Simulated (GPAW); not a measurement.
MnO2:

```
CELL_PARAMETERS angstrom
2.85658 0.00000 0.00000
-1.42829 2.47387 0.00000
0.00000 0.00000 4.60137
ATOMIC_POSITIONS crystal
Mn 0.00000 0.00000 0.50000
O 0.33333 0.66667 0.70629
O 0.66667 0.33333 0.29371
```

Measurements of this composition are mostly on another form, of space group No. 136.

Base run:

* Program: GPAW 26.7.0
* Functional: PBEsol
* Potentials or basis: PAW data sets generated in the run's folder for this functional
* Cutoff: 800 eV
* Basis: pw
* k mesh: 7 × 7 × 4
* Occupations: fermi-dirac, width 0.05 eV
* Spin: collinear spin, ferromagnetic start
* Starting moments: [4.0, 0.0, 0.0] μB

Its results: band gap on the k mesh 0.70 eV, indirect (least direct gap 0.76 eV); pressure 0.9 GPa; net moment 3.00 μB per cell; site moments Mn +2.81; O +0.04 μB; largest force 0.065 eV/Å.

Task: The run is repeated on the same cell with these changes: functional from PBEsol to LDA; potentials or basis from PAW data sets generated in the run's folder for this functional to the program's PAW data sets (release 1.2.1) made for this functional. What comes out?

Result: Band gap on the k mesh 0.43 eV, indirect (least direct gap 0.46 eV); pressure -7.8 GPa; net moment 3.00 μB per cell; site moments Mn +2.78; O +0.04 μB; largest force 0.476 eV/Å.

Caveats: a cell with one magnetic atom can't hold antiferromagnetic order, which such compounds often take.

Not every run made on this cell is shown here.
